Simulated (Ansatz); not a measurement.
Runs of Ansatz 0.2.0 on K. Symmetry: Im-3m, No. 229, cubic system. Conventional cell: a = 5.395 Å, b = 5.395 Å, c = 5.395 Å, α = 90.00°, β = 90.00°, γ = 90.00°. 

| level | gap on the mesh (eV) | pressure (GPa) | relaxed volume (Å³/atom) |
| --- | --- | --- | --- |
| PBEsol+D3(BJ) | none | 0.0 | 65.28 |
| PBEsol+D3(BJ)-ATM | none | 0.0 | (a) |
| PBEsol | none | 0.0 | 70.96 |
| PBEsol+D4 | none | 0.0 | 69.99 |

Alike in all rows: task relaxation of cell and atoms; potentials or basis Ansatz PAW; no spin polarisation; cell relaxed; k mesh 7 × 7 × 7; cutoff (eV) 420; smearing fermi-dirac 0.05 eV.

Q: Fill in the values left out.

A: (a) 65.58.

Caveats: the plane-wave basis is chosen anew once the cell has moved, so the energies of steps on either side of that aren't comparable; the PAW data sets come from PBE, with cores solved anew for the run's functional, which leaves a small shift of forces and pressure; pairwise dispersion overbinds metals, which lowers pressure and volume (some runs); the volume moved by over 15 % at a fixed basis, so the end points are rough (some runs).

A gap of «none» marks a metal or a gap under the smearing width.
